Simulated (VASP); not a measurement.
# SnO2 (Cassiterite) (P4_2/mnm) in VASP: further runs

Aim: see how the results for SnO2 (Cassiterite) move with the level of theory and the settings. Levels: BLYP+D3, BLYP+D3(BJ), BLYP+D4, LDA. Tasks: relaxation of cell and atoms, single point.

Everything below comes from runs of VASP 6.6.1. Logs are shortened: lines on timing, memory, paths and dates and some standing lists are left out, and cuts for length are marked.

## Step 1: The structure

It takes space group P4_2/mnm (No. 136, tetragonal). The conventional cell has a = 4.738 Å, b = 4.738 Å, c = 3.187 Å, α = 90.00°, β = 90.00°, γ = 90.00°. Sn (site symmetry mmm) has 6 O at 2.05 to 2.06 Å as nearest neighbours. O (site symmetry m2m) is surrounded by 3 Sn at 2.05 to 2.06 Å.

## Step 2: Relaxation of cell and atoms, BLYP+D3

The input, INCAR:

```
SYSTEM = SnO2
  PREC = Accurate
  ENCUT = 600
  EDIFF = 1E-7
  ISMEAR = -1
  SIGMA = 0.05
  LREAL = .FALSE.
  LASPH = .TRUE.
  NELM = 60
  ALGO = Fast
  ISIF = 3
  LWAVE = .FALSE.
  LCHARG = .FALSE.
  GGA = B5
  ALDAX = 1.0
  AGGAX = 1.0
  AGGAC = 1.0
  ALDAC = 0.0
  IVDW = 11
  VDW_S6 = 1.0
  VDW_S8 = 1.682
  VDW_SR = 1.094
  VDW_SR8 = 1.0
  IBRION = 2
  NSW = 40
  EDIFFG = -0.01
```

The input, KPOINTS:

```
regular mesh
0
G
  6 6 8
  0 0 0
```

The input, POSCAR:

```
SnO2
1.0
    4.7380000000      0.0000000000      0.0000000000
    0.0000000000      4.7380000000      0.0000000000
    0.0000000000      0.0000000000      3.1865000000
Sn O
2 4
Direct
    0.5000000000      0.5000000000      0.5000000000
    0.0000000000      0.0000000000      0.0000000000
    0.8071000000      0.1929000000      0.5000000000
    0.6929000000      0.6929000000      0.0000000000
    0.1929000000      0.8071000000      0.5000000000
    0.3071000000      0.3071000000      0.0000000000
```

Potentials or basis: VASP PAW PBE potentials, release 64 (Sn_d, O).

Launch:

```
> cat potpaw_PBE.64/Sn_d/POTCAR potpaw_PBE.64/O/POTCAR > POTCAR
> mpirun -np 1 vasp_std > vasp.out
```

OUTCAR:

```text
SYSTEM = SnO2
   PREC = Accurate
   ENCUT = 600
   EDIFF = 1E-7
   ISMEAR = -1
   LREAL = .FALSE.
   LASPH = .TRUE.
   NELM = 60
   ISIF = 3
   GGA = B5
   IVDW = 11
   IBRION = 2
   NSW = 40
   EDIFFG = -0.01
 IVDW          = 11

 ion  position               nearest neighbor table
   1  0.500  0.500  0.500-   4 2.05   6 2.05   4 2.05   6 2.05   5 2.06   3 2.06   2 3.71   2 3.71
                             2 3.71   2 3.71   2 3.71   2 3.71   2 3.71   2 3.71
   2  0.000  0.000  0.000-   3 2.05   5 2.05   3 2.05   5 2.05   4 2.06   6 2.06   1 3.71   1 3.71
                             1 3.71   1 3.71   1 3.71   1 3.71   1 3.71   1 3.71
   3  0.807  0.193  0.500-   2 2.05   2 2.05   1 2.06
   4  0.693  0.693  0.000-   1 2.05   1 2.05   2 2.06
   5  0.193  0.807  0.500-   2 2.05   2 2.05   1 2.06
   6  0.307  0.307  0.000-   1 2.05   1 2.05   2 2.06

  LATTYP: Found a simple tetragonal cell.
 ALAT       =     4.7380000000
 C/A-ratio  =     0.6725411566

  Lattice vectors:

 A1 = (   4.7380000000,   0.0000000000,   0.0000000000)
 A2 = (   0.0000000000,   4.7380000000,   0.0000000000)
 A3 = (   0.0000000000,   0.0000000000,   3.1865000000)

Analysis of symmetry for initial positions (statically):
=====================================================================
 Subroutine PRICEL returns:
 Original cell was already a primitive cell.

 Routine SETGRP: Setting up the symmetry group for a
 simple tetragonal supercell.

 Subroutine GETGRP returns: Found 16 space group operations
 (whereof  8 operations were pure point group operations)
 out of a pool of 16 trial point group operations.

The static configuration has the point symmetry D_2h.
 The point group associated with its full space group is D_4h.

Analysis of symmetry for dynamics (positions and initial velocities):
=====================================================================
 Subroutine PRICEL returns:
 Original cell was already a primitive cell.

 Routine SETGRP: Setting up the symmetry group for a
 simple tetragonal supercell.

 Subroutine GETGRP returns: Found 16 space group operations
 (whereof  8 operations were pure point group operations)
 out of a pool of 16 trial point group operations.

The dynamic configuration has the point symmetry D_2h.
 The point group associated with its full space group is D_4h.

 Subroutine INISYM returns: Found 16 space group operations
 (whereof  8 operations are pure point group operations),
 and found     1 'primitive' translations

----------------------------------------------------------------------------------------

                                     Primitive cell

  volume of cell :      71.5326

  direct lattice vectors                    reciprocal lattice vectors
     4.738000000  0.000000000  0.000000000     0.211059519  0.000000000  0.000000000
     0.000000000  4.738000000  0.000000000     0.000000000  0.211059519  0.000000000
     0.000000000  0.000000000  3.186500000     0.000000000  0.000000000  0.313823945

  length of vectors
     4.738000000  4.738000000  3.186500000     0.211059519  0.211059519  0.313823945

  position of ions in fractional coordinates (direct lattice)
     0.500000000  0.500000000  0.500000000
     0.000000000  0.000000000  0.000000000
     0.807100000  0.192900000  0.500000000
     0.692900000  0.692900000  0.000000000
     0.192900000  0.807100000  0.500000000
     0.307100000  0.307100000  0.000000000

  ion indices of the primitive-cell ions
   primitive index   ion index
                 1           1
                 2           2
                 3           3
                 4           4
                 5           5
                 6           6

----------------------------------------------------------------------------------------

 KPOINTS: regular mesh

Automatic generation of k-mesh.
 Grid dimensions read from file:
 generate k-points for:    6    6    8

 Generating k-lattice:

  Cartesian coordinates                     Fractional coordinates (reciprocal lattice)
     0.035176586  0.000000000  0.000000000     0.166666667  0.000000000  0.000000000
     0.000000000  0.035176586  0.000000000     0.000000000  0.166666667  0.000000000
     0.000000000  0.000000000  0.039227993     0.000000000  0.000000000  0.125000000

  Length of vectors
     0.035176586  0.035176586  0.039227993

  Shift w.r.t. Gamma in fractional coordinates (k-lattice)
     0.000000000  0.000000000  0.000000000

 Subroutine IBZKPT returns following result:
 ===========================================

 Found     50 irreducible k-points:

 Following reciprocal coordinates:
            Coordinates               Weight
  0.000000  0.000000  0.000000      1.000000
  0.166667  0.000000  0.000000      4.000000
  0.333333  0.000000  0.000000      4.000000
  0.500000  0.000000  0.000000      2.000000
  0.166667  0.166667  0.000000      4.000000
  0.333333  0.166667  0.000000      8.000000
[... 16 lines left out ...]
  0.333333  0.000000  0.250000      8.000000
  0.500000  0.000000  0.250000      4.000000
 [... further k-points ...]
   k-points           NKPTS =     50   k-points in BZ     NKDIM =     50   number of bands    NBANDS=     31
   number of dos      NEDOS =    301   number of ions     NIONS =      6
   total plane-waves  NPLWV =  44800
   dimension x,y,z NGX =    40 NGY =   40 NGZ =   28
   dimension x,y,z NGXF=    80 NGYF=   80 NGZF=   56
   ions per type =               2   4
   NGX,Y,Z   is equivalent  to a cutoff of  14.04, 14.04, 14.61 a.u.
   NGXF,Y,Z  is equivalent  to a cutoff of  28.07, 28.07, 29.22 a.u.
 SYSTEM =  SnO2
   PREC   = accura    normal or accurate (medium, high low for compatibility)
   ISTART =      0    job   : 0-new  1-cont  2-samecut
   ICHARG =      2    charge: 1-file 2-atom 10-const
   ISPIN  =      1    spin polarized calculation?
   LNONCOLLINEAR =      F non collinear calculations
   LSORBIT =      F    spin-orbit coupling
   LASPH  =      T    aspherical Exc in radial PAW
   ENCUT  =  600.0 eV  44.10 Ry    6.64 a.u.   9.46  9.46  6.36*2*pi/ulx,y,z
   NELM   =     60;   NELMIN=  2; NELMDL= -5     # of ELM steps
   EDIFF  = 0.1E-06   stopping-criterion for ELM
   LREAL  =      F    real-space projection
   EDIFFG = -.1E-01   stopping-criterion for IOM
   NSW    =     40    number of steps for IOM
   IBRION =      2    ionic relax: 0-MD 1-quasi-New 2-CG
   NFREE  =      1    steps in history (QN), initial steepest desc. (CG)
   ISIF   =      3    stress and relaxation
   ISYM   =      2    0-nonsym 1-usesym 2-fastsym
   POTIM  = 0.5000    time-step for ionic-motion
   TEBEG  =    0.0;   TEEND  =   0.0 temperature during run
   PSTRESS=    0.0 pullay stress
   NELECT =      52.0000    total number of electrons
   NUPDOWN=      -1.0000    fix difference up-down
   EMIN   =  10.00;   EMAX   =-10.00  energy-range for DOS
   EFERMI =   0.00;   METHOD = LEGACY
   ISMEAR =    -1;   SIGMA  =   0.05  broadening in eV -4-tet -1-fermi 0-gaus
   EFERMI_NEDOS =   21; number of points for ismear=-14 and -15
   IALGO  =     68    algorithm
   IMIX   =      4    mixing-type and parameters
     AMIX     =   0.40;   BMIX     =  1.00
     AMIX_MAG =   1.60;   BMIX_MAG =  1.00
  volume/ion in A,a.u.               =      11.92        80.45
  Fermi-wavevector in a.u.,A,eV,Ry     =   1.472000  2.781677 29.480903  2.166785
  Thomas-Fermi vector in A             =   2.587068
   LORBIT       =      0    0 simple, 1 ext, 2 COOP (PROOUT), +10 PAW based schemes
   GGA     = B5    functional components
   LHFCALC =     F    Hartree Fock is set to
   AEXX    =    0.0000 exact exchange contribution
   IVDW    =    11    specifies the selected vdW correction
   LEPSILON=     F    determine dielectric tensor
   LRPA    =     F    only Hartree local field effects (RPA)
 conjugate gradient relaxation of ions
 non-spin polarized calculation
 RMM-DIIS sequential band-by-band and
  energy-cutoff  :      600.00
  volume of cell :       71.53
 maximum number of plane-waves:      2409
 NGX is ok and might be reduce to    40
   NGX = 19   NGY = 19   NGZ = 13

--------------------------------------- Ionic step        1  -------------------------------------------

 number of electron      52.0000000 magnetization

 Free energy of the ion-electron system (eV)
  ---------------------------------------------------
  ext. energy  EPLUGINS =         0.00000000
  ---------------------------------------------------
  free energy    TOTEN  =       -34.55860834 eV

  energy without entropy =      -34.55860832  energy(sigma->0) =      -34.55860833

------------------------ aborting loop because EDIFF is reached ----------------------------------------

 Edisp (eV)   -1.70670

 E8    (eV) :    -1.0891

  FORCE on cell =-STRESS in cart. coord.  units (eV):
  Direction    XX          YY          ZZ          XY          YZ          ZX
  --------------------------------------------------------------------------------------
  -------------------------------------------------------------------------------------
  Total       5.30302     5.30302     6.91802     0.00000     0.00000     0.00000
  in kB     118.77623   118.77623   154.94878     0.00000     0.00000     0.00000
  external pressure =      130.83 kB  Pullay stress =        0.00 kB
[... 289 lines left out ...]
  energy  without entropy=      -36.4459039120  energy(sigma->0) =      -36.44591084

--------------------------------------- Ionic step        8  -------------------------------------------

 number of electron      51.9999999 magnetization

 Free energy of the ion-electron system (eV)
  ---------------------------------------------------
  ext. energy  EPLUGINS =         0.00000000
  ---------------------------------------------------
  free energy    TOTEN  =       -34.86529908 eV

  energy without entropy =      -34.86528556  energy(sigma->0) =      -34.86529232

 E-fermi :   6.0770     XC(G=0): -10.4642

 val. band max:        5.7465705382   @ k =   0.0000   0.0000   0.0000
 cond. band min:       6.3778499584   @ k =   0.0000   0.0000   0.0000
 fundamental gap:      0.6312794202
 Fermi energy:         6.0769792514

 k-point     1 :       0.0000    0.0000    0.0000
  band No.  band energies     occupation
      1     -15.2340      2.00000
      2     -14.5902      2.00000
      3     -14.4147      2.00000
      4     -14.3958      2.00000
      5     -14.3958      2.00000
      6     -14.3271      2.00000
[... 805 lines left out ...]
     30      14.1923      0.00000
     31      14.8097      0.00000

 [... further k-points ...]

------------------------ aborting loop because EDIFF is reached ----------------------------------------

 Edisp (eV)   -1.58064

 E8    (eV) :    -0.9975

  FORCE on cell =-STRESS in cart. coord.  units (eV):
  Direction    XX          YY          ZZ          XY          YZ          ZX
  --------------------------------------------------------------------------------------
  -------------------------------------------------------------------------------------
  Total       0.00657     0.00657     0.00993     0.00000     0.00000     0.00000
  in kB       0.13830     0.13830     0.20911     0.00000     0.00000     0.00000
  external pressure =        0.16 kB  Pullay stress =        0.00 kB
[... 21 lines left out ...]
  FREE ENERGIE OF THE ION-ELECTRON SYSTEM (eV)
  ---------------------------------------------------
  free  energy   TOTEN  =       -36.4459401580 eV

  energy  without entropy=      -36.4459266470  energy(sigma->0) =      -36.44593340

 reached required accuracy - stopping structural energy minimisation
```

It took 10 min on 1 thread of Intel Xeon Platinum 8488C (Sapphire Rapids), shared host; peak memory 0.28 GiB.

Results:

| Quantity | Value |
| --- | --- |
| Free energy | -36.4459 eV |
| Relaxed volume | 12.68 Å³/atom |
| Relaxed cell | a = 4.838 Å, b = 4.838 Å, c = 3.250 Å, α = 90.00°, β = 90.00°, γ = 90.00° |
| Space group after relaxing (to 0.05 Å) | P4_2/mnm (No. 136) |
| Energy gained by relaxing | 30.1 meV/atom |
| Ionic steps | 8 |
| Pressure after relaxing | 0.0 GPa |
| Largest force after relaxing | 0.003 eV/Å |
| Band gap on the k mesh | 0.63 eV, direct |
| Dispersion energy per atom | -0.263 eV |

Forces in eV/Å, atoms in the order of the input:
```
Sn   0.000  0.000  0.000
Sn   0.000  0.000  0.000
O   -0.002  0.002  0.000
O    0.002  0.002  0.000
O    0.002 -0.002  0.000
O   -0.002 -0.002  0.000
```

The path:
| step | energy change (eV) | largest force (eV/Å) | pressure (GPa) | volume (Å³) |
| --- | --- | --- | --- | --- |
| 1 | 0.0000 | 0.4213 | 13.08 | 71.53 |
| 2 | 0.0768 | 0.3909 | -11.49 | 82.09 |
| 3 | -0.1790 | 0.0335 | -0.11 | 76.03 |
| 4 | -0.1791 | 0.0263 | 0.12 | 75.94 |
| 5 | -0.1805 | 0.0021 | 0.01 | 76.05 |
| 6 | -0.1806 | 0.0132 | -0.03 | 76.10 |
| 7 | -0.1806 | 0.0135 | -0.03 | 76.10 |
| 8 | -0.1806 | 0.0032 | 0.02 | 76.07 |

Final structure:
```
CELL_PARAMETERS angstrom
4.83845 0.00000 0.00000
0.00000 4.83845 0.00000
0.00000 0.00000 3.24953
ATOMIC_POSITIONS crystal
Sn 0.50000 0.50000 0.50000
Sn 0.00000 0.00000 0.00000
O 0.80587 0.19413 0.50000
O 0.69413 0.69413 0.00000
O 0.19413 0.80587 0.50000
O 0.30587 0.30587 0.00000
```

Levels at points of the mesh, in eV from the valence-band top:
```
           k point  band 24  band 25  band 26  band 27  band 28  band 29
(0.00, 0.00, 0.00)    -0.72    -0.72     0.00     0.63     5.65     6.14
(0.50, 0.00, 0.00)    -1.18    -0.58    -0.58     3.82     3.82     6.87
(0.50, 0.50, 0.00)    -1.30    -0.83    -0.83     4.20     4.20     7.19
(0.00, 0.00, 0.50)    -1.48    -1.14    -1.14     5.46     5.46     9.46
(0.50, 0.00, 0.50)    -0.99    -0.73    -0.73     5.71     5.71     7.70
(0.50, 0.50, 0.50)    -0.88    -0.76    -0.76     4.27     4.27     8.73
```

Caveat: the PAW data sets were made with another functional, which shifts forces and pressure a little; spin-orbit coupling is left out, which moves the levels of the heavy elements. BLYP gaps usually lie below the measured ones, often by a third to a half.

## Step 3: Relaxation of cell and atoms, BLYP+D3(BJ)

The input, INCAR:

```
SYSTEM = SnO2
PREC = Accurate ; ENCUT = 600
EDIFF = 1E-7 ; ISMEAR = -1
SIGMA = 0.05 ; LREAL = .False.
LASPH = .True. ; NELM = 60
ALGO = Fast ; ISIF = 3
LWAVE = .False. ; LCHARG = .False.
GGA = B5 ; ALDAX = 1.0
AGGAX = 1.0 ; AGGAC = 1.0
ALDAC = 0.0 ; IVDW = 12
VDW_S6 = 1.0 ; VDW_S8 = 2.6996
VDW_A1 = 0.4298 ; VDW_A2 = 4.2359
IBRION = 2 ; NSW = 60
EDIFFG = -0.005
```

The input, KPOINTS:

```
regular mesh
0
Gamma
  6 6 8
  0 0 0
```

POSCAR is that of step 2.

Potentials or basis: VASP PAW PBE potentials, release 64 (Sn_d, O).

Launch:

```
> cat potpaw_PBE.64/Sn_d/POTCAR potpaw_PBE.64/O/POTCAR > POTCAR
> mpirun -np 1 vasp_std > vasp.out
```

Run time: 9.9 min. Hardware: 1 thread of Intel Xeon Platinum 8488C (Sapphire Rapids), shared host; peak memory 0.29 GiB.

Results (log left out):

| Property | Result |
| --- | --- |
| Free energy | -37.6286 eV |
| Relaxed volume | 12.53 Å³/atom |
| Relaxed cell | a = 4.807 Å, b = 4.807 Å, c = 3.255 Å, α = 90.00°, β = 90.00°, γ = 90.00° |
| Space group after relaxing (to 0.05 Å) | P4_2/mnm (No. 136) |
| Energy gained by relaxing | 21.7 meV/atom |
| Ionic steps | 5 |
| Pressure after relaxing | 0.0 GPa |
| Band gap on the k mesh | 0.73 eV, direct |
| Dispersion energy per atom | -0.465 eV |

The path:
```tsv
step	energy change (eV)	largest force (eV/Å)	pressure (GPa)	volume (Å³)
1	0.0000	0.3900	10.96	71.53
2	0.0662	0.3628	-10.47	80.30
3	-0.1300	0.0217	-0.12	75.25
4	-0.1300	0.0149	0.08	75.17
5	-0.1301	0.0009	0.04	75.20
```

Final structure:
```yaml
crystal:
  lattice:
    - [4.80688, 0.00000, 0.00000]
    - [0.00000, 4.80688, 0.00000]
    - [0.00000, 0.00000, 3.25471]
  atoms:
    - { symbol: Sn, position: [0.50000, 0.50000, 0.50000] }
    - { symbol: Sn, position: [0.00000, 0.00000, 0.00000] }
    - { symbol: O, position: [0.80596, 0.19404, 0.50000] }
    - { symbol: O, position: [0.69404, 0.69404, 0.00000] }
    - { symbol: O, position: [0.19404, 0.80596, 0.50000] }
    - { symbol: O, position: [0.30596, 0.30596, 0.00000] }
```

Levels at points of the mesh, in eV from the valence-band top:
| k point | band 22 | band 23 | band 24 | band 25 | band 26 | band 27 | band 28 | band 29 | band 30 | band 31 |
| --- | --- | --- | --- | --- | --- | --- | --- | --- | --- | --- |
| (0.00, 0.00, 0.00) | -1.24 | -1.24 | -0.72 | -0.72 | 0.00 | 0.73 | 5.69 | 6.16 | 6.16 | 10.10 |
| (0.50, 0.00, 0.00) | -1.87 | -1.19 | -1.19 | -0.58 | -0.58 | 3.93 | 3.93 | 6.88 | 6.88 | 10.60 |
| (0.50, 0.50, 0.00) | -1.86 | -1.31 | -1.31 | -0.83 | -0.83 | 4.30 | 4.30 | 7.24 | 7.24 | 10.65 |
| (0.00, 0.00, 0.50) | -2.55 | -1.51 | -1.51 | -1.16 | -1.16 | 5.58 | 5.58 | 9.57 | 9.57 | 10.31 |
| (0.50, 0.00, 0.50) | -1.63 | -1.00 | -1.00 | -0.71 | -0.71 | 5.85 | 5.85 | 7.84 | 7.84 | 10.56 |
| (0.50, 0.50, 0.50) | -2.31 | -0.89 | -0.89 | -0.76 | -0.76 | 4.39 | 4.39 | 8.80 | 8.80 | 10.63 |

Caveat: the PAW data sets were made with another functional, which shifts forces and pressure a little; spin-orbit coupling is left out, which moves the levels of the heavy elements. Zero-point motion and thermal expansion aren't in these numbers.

[end of part 1 of 2]
